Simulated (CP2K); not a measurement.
Runs of CP2K 2026.2 on Au. Symmetry: Cmcm, No. 63, orthorhombic system. The conventional cell has a = 2.823 Å, b = 5.112 Å, c = 4.893 Å, α = 90.00°, β = 90.00°, γ = 90.00°. Au (site symmetry m2m) has 12 Au at 2.82 to 2.97 Å as nearest neighbours. This isn't the form of Au at room conditions, which is fcc.

```csv
task,level,potentials or basis,cell,k mesh,smearing,EPS_DEFAULT,NGRIDS,EXTRAPOLATION,basis sets,potentials,gap on the mesh (eV),pressure (GPa),relaxed volume (Å³/atom),largest force (eV/Å)
relaxation of cell and atoms,LDA,GTH_POTENTIALS Au GTH-PADE-q11; TZVP-MOLOPT-PBE-GTH basis,relaxed,8 × 8 × 4,fermi-dirac 0.0259 eV,1.0E-9,5,USE_PREV_P,Au TZVP-MOLOPT-PBE-GTH-q11,Au GTH-PADE-q11 of GTH_POTENTIALS,none,0.0,(a),-
band structure,LDA,GTH_POTENTIALS Au GTH-PADE-q11; TZVP-MOLOPT-PBE-GTH basis,as given,11 × 11 × 6,fermi-dirac 0.0259 eV,1.0E-10,4,-,Au TZVP-MOLOPT-PBE-GTH-q11,Au GTH-PADE-q11 of GTH_POTENTIALS,none,-5.1,-,(b)
band structure,r2SCAN,POTENTIAL_UZH Au GTH-SCAN-q11; TZVP-MOLOPT-SCAN-GTH basis,as given,11 × 11 × 6,fermi-dirac 0.1 eV,1.0E-9,4,-,Au TZVP-MOLOPT-SCAN-GTH-q11,Au GTH-SCAN-q11 of POTENTIAL_UZH,none,2.2,-,0.04
relaxation of cell and atoms,LDA,GTH_POTENTIALS Au GTH-PADE-q11; TZVP-MOLOPT-PBE-GTH basis,relaxed,8 × 8 × 4,fermi-dirac 0.05 eV,1.0E-10,5,USE_PREV_P,Au TZVP-MOLOPT-PBE-GTH-q11,Au GTH-PADE-q11 of GTH_POTENTIALS,none,0.0,17.15,-
```

Alike in all rows: no spin polarisation.

Question: Estimate the missing entries.

Answer: (a) 17.14; (b) 0.02.

Caveats: with these potentials and basis sets, volumes of gold and of layered tellurides can stand 1.5 % and more from those of plane-wave programs; the basis of atomic orbitals isn't converged, which shifts pressures, moduli and gaps.

A k mesh can miss the band edges, and the runs leave out spin-orbit coupling on Au.

A gap of «none» marks a metal or a gap under the smearing width.

Not every run made on this cell is shown here.
